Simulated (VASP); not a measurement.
Wanted: the native input for a VASP 6.6.1 run.

```
Task                   : relaxation of cell and atoms
Functional             : PBEsol
Potentials or basis    : VASP PAW PBE potentials, release 64 (Sn_d, S)
Cutoff                 : 600 eV
k mesh                 : 9 × 9 × 5
Occupations            : gaussian, width 0.03 eV
Spin                   : no spin polarisation
Further INCAR settings : ALGO = Normal; EDIFF = 1e-06; IBRION = 2; EDIFFG = -0.01; NSW = 90; ISIF = 3
```

The structure of SnS2 (Berndtite-2T) lies in POSCAR:

```
SnS2
1.0
    3.6390000000      0.0000000000      0.0000000000
   -1.8195000000      3.1514664444      0.0000000000
    0.0000000000      0.0000000000      5.8680000000
Sn S
1 2
Direct
    0.0000000000      0.0000000000      0.0000000000
    0.3333333333      0.6666666667      0.2500000000
    0.6666666667      0.3333333333      0.7500000000
```

These files were run (other wordings do the same):

INCAR

```
  ALGO = Normal
  EDIFF = 1E-6
  EDIFFG = -0.01
  ENCUT = 600
  GGA = PS
  IBRION = 2
  ISIF = 3
  ISMEAR = 0
  LASPH = True
  LCHARG = False
  LREAL = False
  LWAVE = False
  NELM = 80
  NSW = 90
  PREC = Accurate
  SIGMA = 0.03
```

KPOINTS

```
k-points
0
Gamma
  9 9 5
```

Potentials or basis: VASP PAW PBE potentials, release 64 (Sn_d, S).

Run with:

```console
$ cat potpaw_PBE.64/Sn_d/POTCAR potpaw_PBE.64/S/POTCAR > POTCAR
$ mpirun -np 1 vasp_std > vasp.out
```

It gave:

```json
{
  "Relaxed volume": "23.31 Å³/atom",
  "Relaxed cell": "a = 3.651 Å, b = 3.651 Å, c = 6.060 Å, α = 90.00°, β = 90.00°, γ = 120.00°",
  "Space group after relaxing (to 0.05 Å)": "P-3m1 (No. 164)",
  "Energy gained by relaxing": "1.9 meV/atom",
  "Ionic steps": "11",
  "Pressure after relaxing": "0.0 GPa",
  "Largest force after relaxing": "0.003 eV/Å",
  "Band gap on the k mesh": "1.46 eV, indirect (least direct gap 1.82 eV)"
}
```

Caveat: the PAW data sets were made with another functional, which shifts forces and pressure a little; spin-orbit coupling is left out, which moves the levels of the heavy elements; an odd mesh through Γ misses points on the zone boundary, where band edges often lie; this functional lacks dispersion, which binds the layers, so the pressure and a relaxed spacing across them are unreliable.

Wall time 5.1 min on 1 thread of Intel(R) Xeon(R) Platinum 8488C (Sapphire Rapids), with other jobs on the host, peak memory 0.25 GiB.
